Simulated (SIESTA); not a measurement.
NbP:

```
CELL_PARAMETERS angstrom
-1.67492 1.67492 5.74011
1.67492 -1.67492 5.74011
1.67492 1.67492 -5.74011
ATOMIC_POSITIONS crystal
Nb 0.24988 0.74988 0.50000
Nb 0.49988 0.49988 0.00000
P 0.83275 0.33275 0.50000
P 0.08275 0.08275 0.00000
```

The cell is a database's computed one.

| Item | Value |
| --- | --- |
| Program | SIESTA 5.4.2 |
| Task | single point |
| Functional | PBE |
| Potentials or basis | PseudoDojo 0.4 standard (PBE files) |
| Basis | DZP (energy shift 0.002 Ry; radii capped at 9.5 bohr) |
| Grid cutoff | 800 Ry |
| Energy shift | 0.002 Ry |
| k mesh | 11 × 11 × 11 |
| Occupations | fermi-dirac, width 0.05 eV |
| Spin | no spin polarisation |

On this cell: pressure 0.2 GPa; largest force 0.029 eV/Å; band gap on the k mesh none (metal or under the smearing width).

The same run follows on a disturbed copy (atoms moved at random, drawn with an rms of 0.05 Å):

```xyz
4
Lattice="-1.6749 1.6749 5.7401 1.6749 -1.6749 5.7401 1.6749 1.6749 -5.7401" Properties=species:S:1:pos:R:3 pbc="T T T"
Nb    1.6084   -0.0063    2.9324
Nb   -0.0277   -0.0107    5.7562
P    -0.0628    1.7222    3.8209
P     0.0029   -0.0365    0.8889
```

Task: What does the disturbed cell give?

Result: The energy (extrapolated to zero smearing) moves by +28.3 meV/atom; pressure 0.8 GPa; largest force 1.306 eV/Å; band gap on the k mesh none (metal or under the smearing width).

Forces in eV/Å, atoms in the order of the input:
```
Nb   0.286  0.419 -1.138
Nb   0.147 -0.041 -0.277
P    0.045 -0.720  0.248
P   -0.478  0.342  1.166
```

Stress tensor (GPa, compression positive):
```
 1.71 -0.04  0.05
-0.04  2.99  0.20
 0.05  0.20 -2.19
```

Caveats: semicore shells carry a single zeta, which can move pressures by several GPa and volumes by a few percent; the basis of atomic orbitals isn't converged, which shifts pressures, moduli and gaps.
